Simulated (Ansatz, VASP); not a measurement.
# GaAs (GaAs(110)) in two plane-wave programs, part 2 of 3

Wanted: the spread between two codes on one cell, functional and k mesh. Of the first pair: The structure shown is the end of the VASP relaxation below. Valence electrons are named where the data sets of a main pair hold unlike numbers.

VASP 6.6.1 and Ansatz 0.2.0.

So far: The structure; VASP: relaxation, PBE.

## (3) Ansatz: single point, PBE

Level of this step: Ansatz beside VASP: Kohn-Sham DFT, plane waves, PBE (Ansatz).

Ansatz runs on its default PAW (the set named soft_2) files.

The same cell, functional, mesh and smearing now go to Ansatz, which takes its cutoff from its data sets.

The input, input.yaml:

```yaml
crystal:
  lattice:
    - [4.11418771, 0.0, 0.0]
    - [0.0, 5.81834006, 0.0]
    - [0.0, 0.0, 32.2185721]
  atoms:
    - { symbol: Ga, position: [0.0, 0.0598207, 0.26272885] }
    - { symbol: Ga, position: [0.5, 0.48486345, 0.30811003] }
    - { symbol: Ga, position: [0.0, 0.99145297, 0.37458738] }
    - { symbol: Ga, position: [0.5, 0.49144081, 0.43662408] }
    - { symbol: Ga, position: [0.0, 0.99347172, 0.5] }
    - { symbol: Ga, position: [0.5, 0.49144081, 0.56337592] }
    - { symbol: Ga, position: [0.0, 0.99145297, 0.62541262] }
    - { symbol: Ga, position: [0.5, 0.48486345, 0.69188997] }
    - { symbol: Ga, position: [0.0, 0.0598207, 0.73727115] }
    - { symbol: As, position: [0.0, 0.73368727, 0.31152774] }
    - { symbol: As, position: [0.5, 0.26499655, 0.2408892] }
    - { symbol: As, position: [0.0, 0.73958822, 0.43730724] }
    - { symbol: As, position: [0.5, 0.24167052, 0.37317112] }
    - { symbol: As, position: [0.0, 0.73958822, 0.56269276] }
    - { symbol: As, position: [0.5, 0.2414873, 0.5] }
    - { symbol: As, position: [0.0, 0.73368727, 0.68847226] }
    - { symbol: As, position: [0.5, 0.24167052, 0.62682888] }
    - { symbol: As, position: [0.5, 0.26499655, 0.7591108] }
hamiltonian:
  xc: pbe
  pseudopotentials: { kind: paw }
kpoints:
  mp_grid: { grid: [6, 4, 1] }
scf:
  occupations: { method: gaussian, width: 0.03 }
  n_extra_bands: 8
efield:
  axis: 3
  dipole_correction: true
  ramp_width: 0.04
output:
  forces: true
  eigenvalues: true
  write_density: true
  write_potential: true
  elf: true
  volumetric_format: npy
```

Started as:

```bash
> ansatz run input.yaml --threads 8 --pin off --max-ram 18432MiB --backend cpu --events-out ev --progress --plain --runs-dir out
```

Numbers of over 12 decimals in the logs are rounded to 6 here.

Output:

```text
scf.n_extra_bands = 8 over 126 filled bands (N_el = 252.0): the run solves 134 bands
Engine: ansatz 0.2.0, aarch64-unknown-linux-gnu
Pseudopotentials: kind: paw
Pseudopotential: Ga, paw, valence charge 13, recommended cutoff 420 eV (normal), Ga.paw.azcp
Pseudopotential: As, paw, valence charge 15, recommended cutoff 420 eV (normal), As.paw.azcp
Functional definition: PBE
  parameter kappa = 0.804
  parameter beta = 0.066725
  exchange = pbe_x(kappa = kappa, mu = beta*pi^2/3)
  correlation = pbe_c(beta = beta)
Crystal: 18 atoms, lattice volume = 771.240 Å³
Basis set: ecut = 420 eV, 15041 PW (Γ), exchange–correlation on 60×80×432 points (8 copies of the dense FFT grid, shifted against one another)
Bands: 134, of which v1, the nominal top of the filled ones, is band 126 counted from 1 (125 counted from 0)
Symmetry: 2 space group operations
k-points: 12 of 24 (time reversal used)
Non-local potential: Ga, projectors of the file, l = 0: 2, l = 1: 2, l = 2: 3, l = 3: 1
Non-local potential: As, projectors of the file, l = 0: 2, l = 1: 2, l = 2: 3, l = 3: 1
PAW form: soft (Blöchl's): semilocal exchange-correlation on the pseudo side does not see the compensation charge
PAW one-centre angular grid: Ga, 590 points (default); XC on 64 Gauss nodes
PAW one-centre angular grid: As, 590 points (default); XC on 64 Gauss nodes
Initial density: superposition of atomic densities (neutral atoms: chi_scale 0, normalization atom), corrected by the library's trained network
Initial wavefunctions: pseudopotential atomic-orbital guess
Functional: x = pbe(κ = 0.804, μ = 0.219515), c = pbe(β = 0.066725)
SCF iter   1: F=—  HF=-77756.980651 eV  |F-HF|=—  |Δ(HF+E_count)|=         —  Δρ=1.65e-3  dr2=1.13e-1  ethr=1.77e-3  p=0.000 e·Å  D=1.14e-13 V/Å  ΔV_dip=-0.00 eV  dr2_dipole=1.27e-10  V_vac-E_F(+/−)=4.54/4.54 eV  ⟨swp⟩=6.2  Hψ=5971  notcnv=0  defer=1
efield: sawtooth ramp at fractional position 0.9800 (placed from the atoms, in the widest stretch of the axis that holds none; the zero of the levels goes with the place), width 0.0400; the density the first Hamiltonian is built on has a dipole p = 0.000 e·Å; the dipole correction subtracts the counter field D = 1.14e-13 V/Å, which shifts the + side's vacuum level by -0.00 eV against the − side's; the planar-averaged density in the ramp window peaks in size at 9.2e-6 e/Å³
preconditioner: auto → Resta (q_TF=auto, 2.264 Å⁻¹)  ε∞=2.9  [insulator: Δε(μ)=0.515 eV  Ē_g=12.401 eV  σ=0.030 eV  W_gap=1.00  n_scr=164 (ndim 8)  ℏωp=17.0 eV  f_vac=0.432  D(μ)=0.00/eV (n_scr^D=0)  ε∞_Penn≈2.9  vacuum switching on, ρ_ref=1.1e-2 e/Å³]
SCF iter   2: F=—  HF=-77756.968784 eV  |F-HF|=—  |Δ(HF+E_count)|=   1.19e-2  Δρ=1.02e-3  dr2=9.21e-2  ethr=4.49e-5  p=0.000 e·Å  D=1.06e-6 V/Å  ΔV_dip=-0.00 eV  dr2_dipole=2.83e-10  V_vac-E_F(+/−)=4.80/4.80 eV  ⟨swp⟩=3.8  Hψ=3207  notcnv=0  defer=25
SCF iter   3: F=—  HF=-77756.960430 eV  |F-HF|=—  |Δ(HF+E_count)|=   8.35e-3  Δρ=6.28e-4  dr2=5.08e-3  ethr=3.65e-5  p=0.000 e·Å  D=2.08e-7 V/Å  ΔV_dip=-0.00 eV  dr2_dipole=3.19e-11  V_vac-E_F(+/−)=4.66/4.66 eV  ⟨swp⟩=2.5  Hψ=1862  notcnv=0  defer=25
SCF iter   4: F=—  HF=-77756.961531 eV  |F-HF|=—  |Δ(HF+E_count)|=   1.10e-3  Δρ=2.95e-4  dr2=7.59e-4  ethr=2.01e-6  p=0.000 e·Å  D=2.19e-6 V/Å  ΔV_dip=-0.00 eV  dr2_dipole=1.38e-9  V_vac-E_F(+/−)=4.66/4.66 eV  ⟨swp⟩=2.0  Hψ=2646  notcnv=0  defer=25
SCF iter   5: F=—  HF=-77756.961228 eV  |F-HF|=—  |Δ(HF+E_count)|=   3.02e-4  Δρ=1.15e-4  dr2=1.22e-4  ethr=3.01e-7  p=-0.000 e·Å  D=-1.31e-6 V/Å  ΔV_dip=0.00 eV  dr2_dipole=7.96e-10  V_vac-E_F(+/−)=4.66/4.66 eV  ⟨swp⟩=2.0  Hψ=2675  notcnv=0  defer=25
SCF iter   6: F=—  HF=-77756.961312 eV  |F-HF|=—  |Δ(HF+E_count)|=   8.34e-5  Δρ=5.27e-5  dr2=1.94e-5  ethr=4.85e-8  p=0.000 e·Å  D=1.04e-5 V/Å  ΔV_dip=-0.00 eV  dr2_dipole=4.66e-8  V_vac-E_F(+/−)=4.66/4.66 eV  ⟨swp⟩=2.0  Hψ=3095  notcnv=0  defer=25
SCF iter   7: F=—  HF=-77756.961409 eV  |F-HF|=—  |Δ(HF+E_count)|=   9.78e-5  Δρ=1.72e-5  dr2=5.32e-6  ethr=7.69e-9  p=-0.000 e·Å  D=-2.32e-5 V/Å  ΔV_dip=0.00 eV  dr2_dipole=2.35e-7  V_vac-E_F(+/−)=4.66/4.65 eV  ⟨swp⟩=2.0  Hψ=3120  notcnv=0  defer=25
SCF iter   8: F=—  HF=-77756.961410 eV  |F-HF|=—  |Δ(HF+E_count)|=   5.16e-7  Δρ=7.31e-6  dr2=1.20e-6  ethr=2.11e-9  p=0.000 e·Å  D=4.49e-5 V/Å  ΔV_dip=-0.00 eV  dr2_dipole=8.77e-7  V_vac-E_F(+/−)=4.65/4.66 eV  ⟨swp⟩=2.0  Hψ=2978  notcnv=0  defer=25
SCF iter   9: F=—  HF=-77756.961410 eV  |F-HF|=—  |Δ(HF+E_count)|=   3.47e-7  Δρ=4.22e-6  dr2=1.44e-6  ethr=4.74e-10  p=-0.000 e·Å  D=-5.69e-5 V/Å  ΔV_dip=0.00 eV  dr2_dipole=1.41e-6  V_vac-E_F(+/−)=4.66/4.65 eV  ⟨swp⟩=2.0  Hψ=2241  notcnv=0  defer=25
SCF iter  10: F=—  HF=-77756.961410 eV  |F-HF|=—  |Δ(HF+E_count)|=   4.64e-8  Δρ=1.97e-6  dr2=1.13e-7  ethr=4.74e-10  p=-0.000 e·Å  D=-1.20e-5 V/Å  ΔV_dip=0.00 eV  dr2_dipole=6.23e-8  V_vac-E_F(+/−)=4.65/4.65 eV  ⟨swp⟩=2.0  Hψ=1799  notcnv=0  defer=25
SCF iter  11: F=-77756.961410 eV  HF=-77756.961410 eV  |F-HF|=1.36e-8  |Δ(HF+E_count)|=   1.32e-8  Δρ=1.04e-6  dr2=3.13e-8  ethr=3.97e-11  p=-0.000 e·Å  D=-3.13e-6 V/Å  ΔV_dip=0.00 eV  dr2_dipole=4.30e-9  V_vac-E_F(+/−)=4.65/4.65 eV  ⟨swp⟩=13.2  Hψ=11637  notcnv=0
SCF 1 converged in 11 iterations: F = -77756.961410 eV  dr2 = 3.13e-8
  greatest PAW one-centre occupation: 0.999 electrons in one spin orbital (limit 2), on the As atom at site 17 (counted from 0), in its partial waves of l = 2
WARN: The output density's exchange-correlation potential varies sharply where the density is thin. Do not read a vacuum level from v_tot or v_xc, or from such a field of the output density. On a cell that repeats whose density bears no net charge and no dipole along the vacuum's axis use v_es (v_loc + v_h of the components); under efield.dipole_correction with no amplitude use v_es + v_field, which holds any externa [...]
SCF converged after 11 iterations
Free energy (F): -77756.961410 eV
Harris-Foulkes:  -77756.961410 eV  (|F-HF|=1.36e-8)
Internal energy: -77756.961410 eV  (E = F + TS)
E sigma→0 (E₀):  -77756.961410 eV
Fermi energy:    2.225256 eV
Dipole field:    D = 0.000042 V/Å  (p = 0.000178 e·Å, saw-weighted, corrected)
Work function:   Φ+ = 4.6534 eV   Φ− = 4.6547 eV
Levels:          The Fermi level and band energies are counted from a zero that moves with the ramp; work functions are not
--- Per-component energies (eV) ---
  E_band       = -4325.022414
  E_kinetic    = 1954.117139
  E_local      = -283443.236526  (includes V_loc(G=0)·N_el)
  E_nonlocal   = -2214.920371
  E_hartree    = 141107.204751
  E_xc         = -1326.008442
  E_vxc        = -1222.956139  (∫ρ·V_xc dr)
  E_paw        = -34415.720205  (= ΣΔE_a)
  E_vpaw       = -1612.371919  (= ΣTr[D̂ρ^β])
  E_aug_tail   = -0.001000  (compensation charges beyond the density's cutoff)
  E_efield     = 0.000000  (sawtooth field / dipole correction)
  E_vefield    = 0.000000  (∫n·V_field dr)
  E_ewald      = 100581.603244
  E_smearing   = -0.000000  (= −TS)
  E_closure    = 0.000000  (closes the sum)
  Σ components = -77756.961410   (vs F -77756.961410, Δ=0.00e0)
--- Forces (eV/Å), atoms counted from 1 ---
  atom   1  Ga     0.00000000     0.01435394    -0.01069521
  atom   2  Ga    -0.00000000     0.00009950     0.00831849
  atom   3  Ga    -0.00000000    -0.00056226     0.00741356
  atom   4  Ga    -0.00000000    -0.01753403    -0.01523069
  atom   5  Ga    -0.00000000    -0.01048948     0.00001448
  atom   6  Ga    -0.00000000    -0.01753098     0.01525810
  atom   7  Ga    -0.00000000    -0.00055787    -0.00739092
  atom   8  Ga    -0.00000000     0.00010701    -0.00830075
  atom   9  Ga     0.00000000     0.01436704     0.01069929
  atom  10  As     0.00000000     0.02523081     0.00535001
  atom  11  As    -0.00000000    -0.01798010     0.09232637
  atom  12  As     0.00000000     0.01055773    -0.00513297
  atom  13  As    -0.00000000    -0.00295424     0.01429158
  atom  14  As     0.00000000     0.01055700     0.00510249
  atom  15  As    -0.00000000    -0.01194157    -0.00001653
  atom  16  As     0.00000000     0.02522607    -0.00537255
  atom  17  As    -0.00000000    -0.00295755    -0.01432045
  atom  18  As    -0.00000000    -0.01797848    -0.09233269
  max |Σ_I F_I| component: 1.84e-5 eV/Å
--- Band table (eV; the first three rows and the last of 12) ---
  k-point 0: bands = [... 122 lower, 1.7022, 1.7420, 1.8377, 1.9332, 2.5173, 3.3073, 3.4891, 3.5711, ... 4 higher]
  k-point 1: bands = [... 122 lower, 1.3884, 1.3975, 1.4926, 1.5438, 3.1903, 3.2132, 3.3767, 3.4982, ... 4 higher]
  k-point 2: bands = [... 122 lower, 0.9470, 0.9854, 1.1155, 1.1511, 2.8206, 2.9514, 3.1054, 3.4194, ... 4 higher]
  k-point 11: bands = [... 122 lower, 0.7339, 0.8686, 1.1507, 1.2689, 2.8426, 3.4254, 3.4465, 4.3973, ... 4 higher]
```

The job ended after 52 s (8 threads of Arm Neoverse N1, shared host; peak memory 4.1 GiB).

## (4) Side by side

Known differences besides the potentials themselves: the data sets hold 252 valence electrons in Ansatz (on its default PAW (the set named soft_2) files) and 72 in VASP; the cutoff is 420 eV in Ansatz and 320 eV in VASP (PREC = Normal, projectors in real space); VASP leaves aspherical gradient terms in its spheres out (LASPH is not set), Ansatz keeps them. Total energies have different zeros and are not compared.

Both answers:

| quantity | Ansatz | VASP | difference |
| --- | --- | --- | --- |
| gap on the k mesh (eV) | 0.584 | 0.616 | -0.032 |

At this near-relaxed geometry the largest component of a force difference is 76 meV/Å. A gap on the mesh is an upper bound, since the band edges may lie between its points. With vacuum in the cell, a pressure given here is an average over mostly empty space and none of the material.

## (5) Further runs

Further runs change the set-up of one program: Ansatz's method, potentials or start, or VASP's data sets, cutoff or form of LDA. The table gives Ansatz less VASP for each quantity, since a change that brings one quantity closer may part another.

| run | r.m.s. force difference (meV/Å) | gap on the k mesh (eV) |
| --- | --- | --- |
| as above | 16 | -0.032 |
| norm-conserving potentials (cutoff 1143 eV) | 14 | -0.033 |

## (6) VASP: band structure, PBE

The same path points are solved in both programs, so levels can be compared one by one.

The input, INCAR:

```
SYSTEM = GaAs
PREC = Normal
ENCUT = 320
EDIFF = 1E-06
NELM = 120
ISMEAR = 0
SIGMA = 0.03
LREAL = Auto
ALGO = Fast
GGA = PE
NBANDS = 54
LORBIT = 11
LWAVE = .FALSE.
LCHARG = .TRUE.
KPAR = 2
IDIPOL = 3
LDIPOL = .TRUE.
DIPOL = 0.5 0.5 0.5
LVHAR = .TRUE.
LVACPOTAV = .TRUE.
NEDOS = 1500
```

The input, POSCAR:

```
GaAs
1.0
    4.1141877129      0.0000000000      0.0000000000
    0.0000000000      5.8183400617      0.0000000000
    0.0000000000      0.0000000000     32.2185720984
Ga As
9 9
Direct
    0.0000000000      0.0598206997      0.2627288523
    0.5000000000      0.4848634470      0.3081100286
    0.0000000000      0.9914529686      0.3745873848
    0.5000000000      0.4914408100      0.4366240809
    0.0000000000      0.9934717160      0.5000000000
    0.5000000000      0.4914408100      0.5633759191
    0.0000000000      0.9914529686      0.6254126152
    0.5000000000      0.4848634470      0.6918899714
    0.0000000000      0.0598206997      0.7372711477
    0.0000000000      0.7336872739      0.3115277440
    0.5000000000      0.2649965493      0.2408891962
    0.0000000000      0.7395882198      0.4373072364
    0.5000000000      0.2416705215      0.3731711185
    0.0000000000      0.7395882198      0.5626927636
    0.5000000000      0.2414873046      0.5000000000
    0.0000000000      0.7336872739      0.6884722560
    0.5000000000      0.2416705215      0.6268288815
    0.5000000000      0.2649965493      0.7591108038
```

The input, KPOINTS:

```
Automatic mesh
0
Gamma
6 4 1
0 0 0
```

The input, KPOINTS_OPT:

```
Line mode
14
Line-mode
Reciprocal
  0.00000000   0.00000000   0.00000000 GAMMA
  0.50000000   0.00000000   0.00000000 X

  0.50000000   0.00000000   0.00000000 X
  0.50000000   0.50000000   0.00000000 S

  0.50000000   0.50000000   0.00000000 S
  0.00000000   0.50000000   0.00000000 Y

  0.00000000   0.50000000   0.00000000 Y
  0.00000000   0.00000000   0.00000000 GAMMA

  0.00000000   0.00000000   0.00000000 GAMMA
  0.50000000   0.50000000   0.00000000 S
```

The projector-augmented-wave data sets are Ga and As (PBE family, release 64).

Started as:

```bash
> mpirun -np 4 vasp_std
```

Output:

```text
[banner, memory and clock lines left out]
running    4 mpi-ranks, on    1 nodes
[...]
LDA part: xc-table for (Slater+PW92), standard interpolation
 POSCAR, INCAR and KPOINTS ok, starting setup
[...]
entering main loop
       N       E                     dE             d eps       ncg     rms          rms(c)
DAV:   1     0.303674974438E+03    0.30367E+03   -0.18518E+04  1296   0.686E+02
DAV:   2    -0.377615163938E+02   -0.34144E+03   -0.32993E+03  1746   0.148E+02
DAV:   3    -0.731975278943E+02   -0.35436E+02   -0.34979E+02  1562   0.499E+01
DAV:   4    -0.745231994320E+02   -0.13257E+01   -0.13214E+01  1704   0.109E+01
[...]
RMM:  21    -0.728091250855E+02   -0.82333E-05   -0.59574E-07  1085   0.155E-03    0.627E-04
RMM:  22    -0.728091262853E+02   -0.11998E-05   -0.62824E-08   559   0.716E-04    0.313E-04
RMM:  23    -0.728091267764E+02   -0.49105E-06   -0.35429E-08   522   0.755E-04
|                                                                             |
[...]
|     workfunction values.                                                    |
|                                                                             |

   1 F= -.72809127E+02 E0= -.72809127E+02  d E =-.799745E-11
 Start KPOINTS_OPT (optional k-point list driver)
k-point batch [1-12\70]
       N       E                     dE             ncg
DAV:   1    -0.634001586764E+03   -0.73178E+04     1296
DAV:   2    -0.457571326200E+04   -0.39417E+04     1678
DAV:   3    -0.500369426951E+04   -0.42798E+03     1576
DAV:   4    -0.501989215605E+04   -0.16198E+02     1728
[...]
DAV:   8    -0.502038071135E+04   -0.40947E-04     1640
DAV:   9    -0.502038071330E+04   -0.19518E-05     1304
DAV:  10    -0.502038071348E+04   -0.17563E-06     1016
[...]
k-point batch [61-70\70]
       N       E                     dE             ncg
DAV:   1    -0.470758018275E+03   -0.12251E+05     1080
DAV:   2    -0.371859911629E+04   -0.32478E+04     1496
DAV:   3    -0.404051159047E+04   -0.32191E+03     1312
DAV:   4    -0.405128704651E+04   -0.10775E+02     1440
[...]
DAV:   8    -0.405162756198E+04   -0.32137E-04     1440
DAV:   9    -0.405162756346E+04   -0.14867E-05     1112
DAV:  10    -0.405162756362E+04   -0.15965E-06      976
```

OUTCAR, selected parts (step 6):

```text
  Total       -5.8557529     -3.4915999     -0.5012846      0.0000000      0.0000000      0.0000000
  in kB      -12.1647680     -7.2534656     -1.0413709      0.0000000      0.0000000      0.0000000
  external PRESSURE =      -6.8198682 kB  Pullay stress =       0.0000000 kB

 POSITION                                       TOTAL-FORCE (eV/Angst)
 -----------------------------------------------------------------------------------
      0.00000      0.34806      8.46475        -0.000000      0.012364     -0.006811
      2.05709      2.82110      9.92687        -0.000000     -0.004365      0.007607
      0.00000      5.76861     12.06867         0.000000      0.005278      0.007184
      2.05709      2.85937     14.06740        -0.000000     -0.011759     -0.008779
      0.00000      5.78036     16.10929        -0.000000     -0.014280      0.000000
      2.05709      2.85937     18.15117        -0.000000     -0.011759      0.008779
      0.00000      5.76861     20.14990         0.000000      0.005278     -0.007184
      2.05709      2.82110     22.29171        -0.000000     -0.004365     -0.007607
      0.00000      0.34806     23.75382        -0.000000      0.012364      0.006811
      0.00000      4.26884     10.03698        -0.000000      0.006459      0.004163
      2.05709      1.54184      7.76111        -0.000000     -0.001098      0.015660
      0.00000      4.30318     14.08941         0.000000      0.011442     -0.003027
      2.05709      1.40612     12.02304         0.000000     -0.002695      0.010140
      0.00000      4.30318     18.12916         0.000000      0.011442      0.003027
[...]
-----------------------------------------------------------------------------------
    total drift:                                0.000000      0.079673      0.000003

  FREE ENERGIE OF THE ION-ELECTRON SYSTEM (eV)
  ---------------------------------------------------
  free  energy   TOTEN  =       -72.8091267764 eV

  energy  without entropy=      -72.8091267764  energy(sigma->0) =      -72.80912678

[... 2 parts as in an earlier step ...]

[... 1 further part left out ...]
[key lines of the parts left out:]
E-fermi :  -0.8192
```

(Continued in part 3 of 3.)

[Lines on the potential files, build, host, timing and source positions are cut from VASP's logs without a mark.]

[Logs are printed without paths, hosts, clocks, repeated set-up lines and the standing remarks that a program may print on its own settings, such as how far it seeks lower states.]

[Hosts, paths, dates, database ids (printed as entryN), source tags and the programs' standing remarks are cut or masked in the printed files.]
